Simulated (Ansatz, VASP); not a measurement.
# Si in VASP and in Ansatz

Contents of INCAR:

```
  AGGAC = 0.0
  ALDAC = 0.0
  ALGO = Normal
  EDIFF = 1E-7
  ENCUT = 520
  GGA = PE
  GGA_COMPAT = False
  ISIF = 2
  ISMEAR = -1
  LASPH = True
  LCHARG = True
  LORBIT = 11
  LORBMOM = True
  LREAL = False
  LSORBIT = True
  LVHAR = True
  LWAVE = False
  MAGMOM = 0 0 0 0 0 0
  NBANDS = 20
  NELM = 150
  PREC = Accurate
  SIGMA = 0.1
```

KPOINTS

```
k-points
0
Gamma
  6 6 6
```

The input POSCAR:

```
Si
1.0
    0.0000000000      2.7218511865      2.7218511865
    2.7218511865      0.0000000000      2.7218511865
    2.7218511865      2.7218511865      0.0000000000
Si
2
Direct
    0.5000000000      0.5000000000      0.5000000000
    0.7500000000      0.7500000000      0.7500000000
```

Contents of input.yaml:

```yaml
crystal:
  lattice:
    - [0.0, 2.7218511865, 2.7218511865]
    - [2.7218511865, 0.0, 2.7218511865]
    - [2.7218511865, 2.7218511865, 0.0]
  atoms:
    - { symbol: Si, position: [0.5, 0.5, 0.5] }
    - { symbol: Si, position: [0.75, 0.75, 0.75] }
kpoints:
  mp_grid: { grid: [6, 6, 6] }
scf:
  occupations: { method: fermi_dirac, width: 0.1 }
hamiltonian:
  xc: { exchange: pbe, correlation: none }
  pseudopotentials: { kind: all_electron, lapw: { basis_error: 0.001 } }
magnetization:
  noncollinear: true
  spin_orbit: true
output:
  forces: true
  stress: true
  eigenvalues: true
```

Alike in both runs: task single point; functional PBE exchange alone; k mesh 6 × 6 × 6; occupations fermi-dirac, width 0.1 eV; non-collinear spin, spin-orbit coupling.

|  | VASP | Ansatz |
| --- | --- | --- |
| version | VASP 6.6.1 | Ansatz 0.2.0 |
| potentials or method | VASP PAW PBE potentials, release 64 (Si) | all-electron LAPW, relativistic spinors |
| plane-wave cutoff (eV) | 520 | see its input |

Ansatz gave:

* gap on the k mesh at the Fermi level (eV): 0.93
* least direct gap on the mesh (eV): 2.62
* pressure (GPa): 10.2
* net moment per atom (μB): 0.00

**Question.** Which values does VASP return?

**Answer.** gap on the k mesh at the Fermi level (eV): 0.94; least direct gap on the mesh (eV): 2.64; pressure (GPa): 10.3; net moment per atom (μB): 0.00.

Ansatz ran all-electron here, so the differences hold the error of VASP's frozen core and of both bases.
